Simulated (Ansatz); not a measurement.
**BN (F-43m): G0W0 against its settings**

A 2-atom cell of BN started from a crystallographic database, relaxed with r2SCAN; one-shot G0W0 in Ansatz without spin-orbit coupling. Calculated for a static, non-magnetic cell.

```
B N
1.0
     0.00000    1.80482    1.80482
     1.80482    0.00000    1.80482
     1.80482    1.80482    0.00000
B N
1 1
Direct
  0.00000 0.00000 0.00000
  0.25000 0.25000 0.25000
```

Gaps are read over the mesh points alone. G0W0 here is at a finite number of bands, screening cutoff and k mesh, not at the basis limit.

| start | potentials | frequency model | mesh | empty bands | screening cutoff (eV) | Kohn-Sham gap (eV) | G0W0 gap (eV) | rough cost |
| --- | --- | --- | --- | --- | --- | --- | --- | --- |
| PBE | PAW | contour deformation | 6×6×6 | 20 | 80 | 4.47 | 5.70 | 4 core-seconds |
| PBE | PAW | contour deformation | 6×6×6 | 44 | 140 | 4.47 | 5.98 | 7 core-seconds |
| PBE | PAW | contour deformation | 6×6×6 | 81 | 210 | 4.47 | 6.13 | 16 core-seconds |
| HSE06 | PAW | contour deformation | 6×6×6 | 44 | 140 | 5.80 | 6.48 | 19 core-seconds |
| LDA | PAW | contour deformation | 6×6×6 | 44 | 140 | 4.36 | 5.97 | 7 core-seconds |
| r2SCAN | PAW | contour deformation | 6×6×6 | 44 | 140 | 5.00 | 6.18 | 10 core-seconds |
| PBE | PAW | Godby-Needs pole | 6×6×6 | 44 | 140 | 4.47 | 5.94 | 7 core-seconds |
| PBE | PAW | contour deformation | 10×10×10 | 20 | 80 | 4.48 | 5.70 | 50 core-seconds |
| PBE | norm-conserving | contour deformation | 6×6×6 | 44 | 140 | 4.47 | 5.99 | 18 core-seconds |

Over the mesh points the PBE gap of 4.47 eV becomes a quasiparticle gap of 6.13 eV (Γ to X), a change of +1.66 eV. Renormalisation factors Z lie between 0.80 and 0.85.

Raising bands and cutoff together moves the gap by +0.28 eV (80 to 140 eV), then +0.15 eV (140 to 210 eV); the last step is still large, so the basis limit isn't reached. Starting from HSE06 (5.80 eV against PBE's 4.47 eV) gives 6.48 eV, +0.50 eV from G0W0@PBE at the same screening cutoff. Starting from LDA (4.36 eV against PBE's 4.47 eV) gives 5.97 eV, -0.01 eV from G0W0@PBE at the same screening cutoff. Starting from r2SCAN (5.00 eV against PBE's 4.47 eV) gives 6.18 eV, +0.20 eV from G0W0@PBE at the same screening cutoff. The Godby-Needs plasmon pole differs from contour deformation by -0.04 eV. A 10×10×10 mesh in place of 6×6×6 changes the opening over PBE by 0.00 eV (the gap on the mesh by 0.00 eV). Norm-conserving potentials (wave cutoff 1240 eV against 420 eV) shift the quasiparticle gap by +0.01 eV and the PBE gap by 0.00 eV. r2SCAN runs take a wave cutoff of 500 eV.
